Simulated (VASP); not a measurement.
# SiNi (Pnma) in VASP: further runs

One crystal, SiNi, is run at these levels: PBEsol, PBE; tasks: relaxation of cell and atoms.

Program: VASP 6.6.1. These are calculated values, not measurements. Logs are shortened: lines on timing, memory, paths and dates and some standing lists are left out, and cuts for length are marked.

### Step 1. Starting point

The structure is orthorhombic, space group Pnma (No. 62). The conventional cell has a = 5.088 Å, b = 3.364 Å, c = 5.521 Å, α = 90.00°, β = 90.00°, γ = 90.00°. Si (site symmetry m) has 6 Ni at 2.26 to 2.38 Å as nearest neighbours. Around Ni (site symmetry m) lie 6 Si at 2.26 to 2.38 Å.

### Step 2. Relaxation of cell and atoms, PBEsol

The input, INCAR:

```
SYSTEM = SiNi
  ALGO = Normal
  EDIFF = 1E-7
  EDIFFG = -0.005
  ENCUT = 600
  GGA = PS
  IBRION = 2
  ISIF = 3
  ISMEAR = 1
  KPAR = 4
  LASPH = .True.
  LCHARG = .False.
  LREAL = .False.
  LWAVE = .False.
  NELM = 80
  NSW = 90
  PREC = Accurate
  SIGMA = 0.1
```

The input, KPOINTS:

```
k-points
0
Gamma
  8 12 8
  0 0 0
```

The input, POSCAR:

```
SiNi                                    
1.0
    5.0883760831      0.0000000000      0.0000000000
    0.0000000000      3.3635743056      0.0000000000
    0.0000000000      0.0000000000      5.5214939746
  Si              Ni            
     4     4
Direct
     0.3211278575853593    0.7500000000000000    0.0871233152528832
     0.1788721424146407    0.2500000000000000    0.5871233152528832
     0.8211278575853592    0.7500000000000000    0.4128766847471168
     0.6788721424146408    0.2500000000000000    0.9128766847471168
     0.0095211598624491    0.2500000000000000    0.1874500559265339
     0.4904788401375509    0.7500000000000000    0.6874500559265337
     0.5095211598624491    0.2500000000000000    0.3125499440734661
     0.9904788401375509    0.7500000000000000    0.8125499440734663
```

Potentials or basis: VASP PAW PBE potentials, release 64 (Si, Ni).

Run with:

```bash
$ cat potpaw_PBE.64/Si/POTCAR potpaw_PBE.64/Ni/POTCAR > POTCAR
$ mpirun -np 4 vasp_std > vasp.out
```

OUTCAR:

```text
SYSTEM = SiNi
   EDIFF = 1E-7
   EDIFFG = -0.005
   ENCUT = 600
   GGA = PS
   IBRION = 2
   ISIF = 3
   ISMEAR = 1
   LASPH = .True.
   LREAL = .False.
   NELM = 80
   NSW = 90
   PREC = Accurate

 ion  position               nearest neighbor table
   1  0.321  0.750  0.087-   8 2.26   7 2.30   7 2.30   6 2.37   5 2.38   5 2.38   4 2.66   4 2.66
                             3 3.12   3 3.12
   2  0.179  0.250  0.587-   7 2.26   8 2.30   8 2.30   5 2.37   6 2.38   6 2.38   3 2.66   3 2.66
                             4 3.12   4 3.12
   3  0.821  0.750  0.413-   6 2.26   5 2.30   5 2.30   8 2.37   7 2.38   7 2.38   2 2.66   2 2.66
                             1 3.12   1 3.12
   4  0.679  0.250  0.913-   5 2.26   6 2.30   6 2.30   7 2.37   8 2.38   8 2.38   1 2.66   1 2.66
                             2 3.12   2 3.12
   5  0.010  0.250  0.187-   4 2.26   3 2.30   3 2.30   2 2.37   1 2.38   1 2.38   7 2.64   7 2.64
                             8 2.67   8 2.67
   6  0.490  0.750  0.687-   3 2.26   4 2.30   4 2.30   1 2.37   2 2.38   2 2.38   8 2.64   8 2.64
                             7 2.67   7 2.67
   7  0.510  0.250  0.313-   2 2.26   1 2.30   1 2.30   4 2.37   3 2.38   3 2.38   5 2.64   5 2.64
                             6 2.67   6 2.67
   8  0.990  0.750  0.813-   1 2.26   2 2.30   2 2.30   3 2.37   4 2.38   4 2.38   6 2.64   6 2.64
                             5 2.67   5 2.67

  LATTYP: Found a simple orthorhombic cell.
 ALAT       =     3.3635743056
 B/A-ratio  =     1.5127883676
 C/A-ratio  =     1.6415555219

  Lattice vectors:

 A1 = (   0.0000000000,  -3.3635743056,   0.0000000000)
 A2 = (   5.0883760831,   0.0000000000,   0.0000000000)
 A3 = (   0.0000000000,   0.0000000000,   5.5214939746)

Analysis of symmetry for initial positions (statically):
=====================================================================
 Subroutine PRICEL returns:
 Original cell was already a primitive cell.

 Routine SETGRP: Setting up the symmetry group for a
 simple orthorhombic supercell.

 Subroutine GETGRP returns: Found  8 space group operations
 (whereof  2 operations were pure point group operations)
 out of a pool of  8 trial point group operations.

The static configuration has the point symmetry S_2 .
 The point group associated with its full space group is D_2h.

Analysis of symmetry for dynamics (positions and initial velocities):
=====================================================================
 Subroutine PRICEL returns:
 Original cell was already a primitive cell.

 Routine SETGRP: Setting up the symmetry group for a
 simple orthorhombic supercell.

 Subroutine GETGRP returns: Found  8 space group operations
 (whereof  2 operations were pure point group operations)
 out of a pool of  8 trial point group operations.

The dynamic configuration has the point symmetry S_2 .
 The point group associated with its full space group is D_2h.

 Subroutine INISYM returns: Found  8 space group operations
 (whereof  2 operations are pure point group operations),
 and found     1 'primitive' translations

----------------------------------------------------------------------------------------

                                     Primitive cell

  volume of cell :      94.5011

  direct lattice vectors                    reciprocal lattice vectors
     5.088376083  0.000000000  0.000000000     0.196526354  0.000000000  0.000000000
     0.000000000  3.363574306  0.000000000     0.000000000  0.297302782  0.000000000
     0.000000000  0.000000000  5.521493975     0.000000000  0.000000000  0.181110403

  length of vectors
     5.088376083  3.363574306  5.521493975     0.196526354  0.297302782  0.181110403

  position of ions in fractional coordinates (direct lattice)
     0.321127858  0.750000000  0.087123315
     0.178872142  0.250000000  0.587123315
     0.821127858  0.750000000  0.412876685
     0.678872142  0.250000000  0.912876685
     0.009521160  0.250000000  0.187450056
     0.490478840  0.750000000  0.687450056
[... 110 lines left out ...]
   GGA     = PS    functional components
   LHFCALC =     F    Hartree Fock is set to
   AEXX    =    0.0000 exact exchange contribution
   IVDW    =     0    specifies the selected vdW correction
   LEPSILON=     F    determine dielectric tensor
   LRPA    =     F    only Hartree local field effects (RPA)
 conjugate gradient relaxation of ions
 non-spin polarized calculation
 Methfessel and Paxton  Order N= 1 SIGMA  =   0.10
  energy-cutoff  :      600.00
  volume of cell :       94.50
 maximum number of plane-waves:      3180
 NGX is ok and might be reduce to    42
   NGX = 21   NGY = 13   NGZ = 23

--------------------------------------- Ionic step        1  -------------------------------------------

 number of electron      56.0000020 magnetization

 Free energy of the ion-electron system (eV)
  ---------------------------------------------------
  ext. energy  EPLUGINS =         0.00000000
  ---------------------------------------------------
  free energy    TOTEN  =       -52.26593017 eV

  energy without entropy =      -52.26706260  energy(sigma->0) =      -52.26630765

------------------------ aborting loop because EDIFF is reached ----------------------------------------

  FORCE on cell =-STRESS in cart. coord.  units (eV):
  Direction    XX          YY          ZZ          XY          YZ          ZX
  --------------------------------------------------------------------------------------
  -------------------------------------------------------------------------------------
  Total       -0.0459359      0.0216408      0.0112602      0.0000000      0.0000000      0.0000000
  in kB       -0.7788002      0.3668990      0.1909061      0.0000000      0.0000000      0.0000000
  external PRESSURE =      -0.0736650 kB  Pullay stress =       0.0000000 kB

 VOLUME and BASIS-vectors are now :
 -----------------------------------------------------------------------------
  energy-cutoff  :      600.00
  volume of cell :       94.50
      direct lattice vectors                 reciprocal lattice vectors
     5.088376083  0.000000000  0.000000000     0.196526354  0.000000000  0.000000000
     0.000000000  3.363574306  0.000000000     0.000000000  0.297302782  0.000000000
     0.000000000  0.000000000  5.521493975     0.000000000  0.000000000  0.181110403

 POSITION                                       TOTAL-FORCE (eV/Angst)
 -----------------------------------------------------------------------------------
      1.63402      2.52268      0.48105        -0.001416     -0.000000     -0.000124
      0.91017      0.84089      3.24180         0.001416     -0.000000     -0.000124
      4.17821      2.52268      2.27970        -0.001416     -0.000000      0.000124
      3.45436      0.84089      5.04044         0.001416     -0.000000      0.000124
      0.04845      0.84089      1.03500         0.003123      0.000000     -0.006769
      2.49574      2.52268      3.79575        -0.003123      0.000000     -0.006769
      2.59264      0.84089      1.72574         0.003123     -0.000000      0.006769
      5.03993      2.52268      4.48649        -0.003123      0.000000      0.006769
 -----------------------------------------------------------------------------------
    total drift:                                0.000000      0.000000     -0.000000

  FREE ENERGIE OF THE ION-ELECTRON SYSTEM (eV)
  ---------------------------------------------------
  free  energy   TOTEN  =       -52.2659301746 eV

  energy  without entropy=      -52.2670625991  energy(sigma->0) =      -52.26630765

--------------------------------------- Ionic step        2  -------------------------------------------

 number of electron      56.0000020 magnetization

 Free energy of the ion-electron system (eV)
  ---------------------------------------------------
  ext. energy  EPLUGINS =         0.00000000
  ---------------------------------------------------
  free energy    TOTEN  =       -52.26594583 eV

  energy without entropy =      -52.26708132  energy(sigma->0) =      -52.26632433

 E-fermi :  10.6942     XC(G=0): -12.4516

 val. band max:       10.6701357928   @ k =   0.0000   0.4167   0.3750
 cond. band min:      10.6959289662   @ k =   0.0000   0.4167   0.2500
 fundamental gap:      0.0257931734
 Fermi energy:        10.6941692083

 k-point     1 :       0.0000    0.0000    0.0000
  band No.  band energies     occupation
      1      -2.5154      2.00000
      2       1.0209      2.00000
      3       2.1677      2.00000
      4       2.8395      2.00000
      5       4.0255      2.00000
      6       4.5624      2.00000
[... 853 lines left out ...]
     32      12.3894     -0.00000
     33      13.2451      0.00000

 [... further k-points ...]

------------------------ aborting loop because EDIFF is reached ----------------------------------------

  FORCE on cell =-STRESS in cart. coord.  units (eV):
  Direction    XX          YY          ZZ          XY          YZ          ZX
  --------------------------------------------------------------------------------------
  -------------------------------------------------------------------------------------
  Total       -0.0086972      0.0036521     -0.0054589     -0.0000000      0.0000000      0.0000000
  in kB       -0.1474643      0.0619234     -0.0925573     -0.0000000      0.0000000      0.0000000
  external PRESSURE =      -0.0593661 kB  Pullay stress =       0.0000000 kB

 VOLUME and BASIS-vectors are now :
 -----------------------------------------------------------------------------
  energy-cutoff  :      600.00
  volume of cell :       94.49
      direct lattice vectors                 reciprocal lattice vectors
     5.086966558  0.000000000  0.000000000     0.196580809  0.000000000  0.000000000
     0.000000000  3.364013256  0.000000000     0.000000000  0.297263989  0.000000000
     0.000000000  0.000000000  5.521868899     0.000000000  0.000000000  0.181098106

 POSITION                                       TOTAL-FORCE (eV/Angst)
 -----------------------------------------------------------------------------------
      1.63350      2.52301      0.48108         0.001987     -0.000000      0.001953
      0.90998      0.84100      3.24201        -0.001987     -0.000000      0.001953
      4.17698      2.52301      2.27986         0.001987     -0.000000     -0.001953
      3.45347      0.84100      5.04079        -0.001987     -0.000000     -0.001953
      0.04858      0.84100      1.03475         0.002200      0.000000     -0.000389
      2.49490      2.52301      3.79568        -0.002200      0.000000     -0.000389
      2.59207      0.84100      1.72619         0.002200      0.000000      0.000389
      5.03838      2.52301      4.48712        -0.002200      0.000000      0.000389
 -----------------------------------------------------------------------------------
    total drift:                               -0.000000     -0.000000     -0.000000

  FREE ENERGIE OF THE ION-ELECTRON SYSTEM (eV)
  ---------------------------------------------------
  free  energy   TOTEN  =       -52.2659458339 eV

  energy  without entropy=      -52.2670813243  energy(sigma->0) =      -52.26632433

 reached required accuracy - stopping structural energy minimisation
```

It took 4.3 min on 4 MPI ranks of Intel Xeon 6975P-C (Granite Rapids), shared host; peak memory 0.6 GiB.

Results:

```
Free energy               : -52.2659 eV
Energy gained by relaxing : 0.0 meV/atom
Ionic steps               : 2
Pressure after relaxing   : 0.0 GPa
Band gap on the k mesh    : none (metal or under the smearing width)
```

Forces on the atoms (eV/Å):
```
Si   0.002  0.000  0.002
Si  -0.002  0.000  0.002
Si   0.002  0.000 -0.002
Si  -0.002  0.000 -0.002
Ni   0.002  0.000  0.000
Ni  -0.002  0.000  0.000
Ni   0.002  0.000  0.000
Ni  -0.002  0.000  0.000
```

Final structure:
```cif
data_structure
_symmetry_space_group_name_H-M 'P 1'
_symmetry_Int_Tables_number 1
_cell_length_a 5.0870
_cell_length_b 3.3640
_cell_length_c 5.5219
_cell_angle_alpha 90.000
_cell_angle_beta 90.000
_cell_angle_gamma 90.000
_cell_volume 94.49
loop_
_atom_site_label
_atom_site_type_symbol
_atom_site_fract_x
_atom_site_fract_y
_atom_site_fract_z
_atom_site_occupancy
Si1 Si 0.32111 0.75000 0.08712 1
Si2 Si 0.17889 0.25000 0.58712 1
Si3 Si 0.82111 0.75000 0.41288 1
Si4 Si 0.67889 0.25000 0.91288 1
Ni1 Ni 0.00955 0.25000 0.18739 1
Ni2 Ni 0.49045 0.75000 0.68739 1
Ni3 Ni 0.50955 0.25000 0.31261 1
Ni4 Ni 0.99045 0.75000 0.81261 1
```

Caveat: the PAW data sets were made with another functional, which shifts forces and pressure a little. Spin polarisation is off, so any magnetic state and its effect on volume and gap are missing.

(Continued in part 2 of 2.)
